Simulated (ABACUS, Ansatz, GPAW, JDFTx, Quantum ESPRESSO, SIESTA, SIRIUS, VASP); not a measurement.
**CdSe: 9 runs at one level of theory**

```
CELL_PARAMETERS angstrom
4.30000 0.00000 0.00000
-2.15000 3.72391 0.00000
0.00000 0.00000 7.02000
ATOMIC_POSITIONS crystal
Cd 0.66667 0.33333 0.50000
Cd 0.33333 0.66667 0.00000
Se 0.66667 0.33333 0.88500
Se 0.33333 0.66667 0.38500
```

Alike in all runs: task single point; functional PBEsol; k mesh 7 × 7 × 4; occupations fermi-dirac, width 0.05 eV; no spin polarisation; no spin-orbit coupling. Pressure is positive in compression and, in plane waves, holds the error of the finite cutoff.

```tsv
program and potentials	plane-wave cutoff (eV)	notes	pressure (GPa)	largest force (eV/Å)
ABACUS, PseudoDojo NC SR 0.4.1 PBEsol standard, plane waves	1401	18 valence electrons an atom on average	0.18	0.267
SIESTA, files PseudoDojo sr-pbesol-0.4.1-standard, DZP (energy shift 0.003 Ry; two zetas on semicore shells)	-	atomic basis; 18 valence electrons an atom on average	0.41	0.306
JDFTx, PseudoDojo-SR-PBEsol-0.4.1-standard with smoothed tails	1388	18 valence electrons an atom on average	0.16	0.266
GPAW, PAW data sets generated for this functional	600	9 valence electrons an atom on average	-0.03	0.266
Ansatz, all-electron LAPW, scalar-relativistic	-	-	0.17	0.265
SIRIUS, all-electron FP-LAPW, apw+lo standard	-	-	-	0.265
SIRIUS, PseudoDojo 0.4.1 PBEsol standard (scalar relativistic)	1388	18 valence electrons an atom on average	0.15	0.267
Quantum ESPRESSO, GBRV 1.5 PBEsol	612	9 valence electrons an atom on average	0.38	0.270
VASP, PBE PAW files Cd, Se, 520 eV	520	potentials made for PBE; 9 valence electrons an atom on average	?	?
```

Q: Estimate from the other rows what the run with VASP, PBE PAW files Cd, Se, 520 eV gave.

A: Pressure 0.50 GPa; largest force 0.275 eV/Å. The other rows, which needn't bracket it: pressure -0.03 to 0.41; largest force 0.265 to 0.306.
